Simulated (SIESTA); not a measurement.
Crystal: PbS (Galena).

```
CELL_PARAMETERS angstrom
0.00000 2.96575 2.96575
2.96575 0.00000 2.96575
2.96575 2.96575 0.00000
ATOMIC_POSITIONS crystal
Pb 0.00000 0.00000 0.00000
S 0.50000 0.50000 0.50000
```

Program: SIESTA 5.4.2. Alike in all runs: task band structure; no spin polarisation; cell as given; k mesh 8 × 8 × 8; smearing fermi-dirac 0.05 eV; grid cutoff 500 Ry; energy shift 0.002 Ry.

Problem. Order these runs on this cell by their pressure, lowest first.
A. level SOGGA; potentials or basis PseudoDojo 0.4 standard (PBEsol files), DZP (energy shift 0.002 Ry)
B. level vdW-DF; potentials or basis PseudoDojo 0.4 standard (PBE files), DZP (energy shift 0.002 Ry; radii capped at 9.5 bohr)
C. level PW91; potentials or basis PseudoDojo 0.4 standard (PBE files), DZP (energy shift 0.002 Ry)

Solution. A (-0.9 GPa), C (2.8 GPa), B (6.1 GPa).

Caveats: semicore shells carry a single zeta, which can move pressures by several GPa and volumes by a few percent; the potentials were made for another functional, which shifts forces and pressure; the basis of atomic orbitals isn't converged, which shifts pressures, moduli and gaps.

Runs at the PBE level aren't shown here.
